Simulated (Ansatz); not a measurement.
**Cu: equation of state with PBEsol**

Cu:

```
Cu
1.0
    -1.44279    1.44279    1.37608
     1.44279   -1.44279    1.37608
     1.44279    1.44279   -1.37608
Cu
1
Direct
  0.00000 0.00000 0.00000
```

This isn't the form of Cu at room conditions, which is fcc.

```json
{
  "Program": "Ansatz 0.2.0",
  "Task": "equation of state",
  "Functional": "PBEsol",
  "Potentials or basis": "PseudoDojo stringent",
  "Cutoff": "1415 eV",
  "Density cutoff": "5660 eV",
  "k mesh": "13 × 13 × 13",
  "Occupations": "fermi-dirac, width 0.05 eV",
  "Spin": "no spin polarisation"
}
```

- Equilibrium volume: 11.35 Å³/atom
- Bulk modulus at fixed shape and positions: 167 GPa
- Pressure derivative of the bulk modulus: 5.1

Energy against volume, from the lowest point:
```
volume (Å³/atom)  energy (meV/atom)
          10.771              16.52
          11.000               5.41
          11.229               0.13
          11.458               0.00
          11.687               4.43
          11.916              12.89
          12.146              24.91
```

All runs of the series together: 22 s on 2 threads of AMD EPYC 7R13 Processor (Zen 3), on a shared host.

Caveat: the cell was scaled at fixed shape and fractional positions, which overstates the stiffness of a crystal with free parameters, most of all of layers and chains.
